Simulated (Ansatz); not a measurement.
Pd:

```xyz
1
Lattice="0.0000 1.9465 1.9465 1.9465 0.0000 1.9465 1.9465 1.9465 0.0000" Properties=species:S:1:pos:R:3 pbc="T T T"
Pd    0.0000    0.0000    0.0000
```

```yaml
Program: Ansatz 0.2.0
Task: single point
Functional: PBEsol
Potentials_or_basis: all-electron LAPW, scalar-relativistic
Cutoff: 266 eV (chosen from the basis error)
Basis_error_allowed: 0.001 eV/atom
k_mesh: 12 × 12 × 12
Occupations: fermi-dirac, width 0.05 eV
Spin: no spin polarisation
```

On this cell: pressure -3.0 GPa; band gap on the k mesh none (metal or under the smearing width).

The same run follows on a disturbed copy (cell strained at random at fixed volume):

```
Pd
1.0
    -0.01113    1.95522    1.94186
     1.97107    0.00634    1.92440
     1.96444    1.93112    0.01297
Pd
1
Direct
  0.02384 0.98301 0.99703
```

Question: What changes?

Answer: The energy (extrapolated to zero smearing) moves by +1.8 meV/atom; pressure -2.9 GPa; band gap on the k mesh none (metal or under the smearing width).

Stress tensor (GPa, compression positive):
```
-3.74  0.60  0.19
 0.60 -2.59 -1.33
 0.19 -1.33 -2.26
```
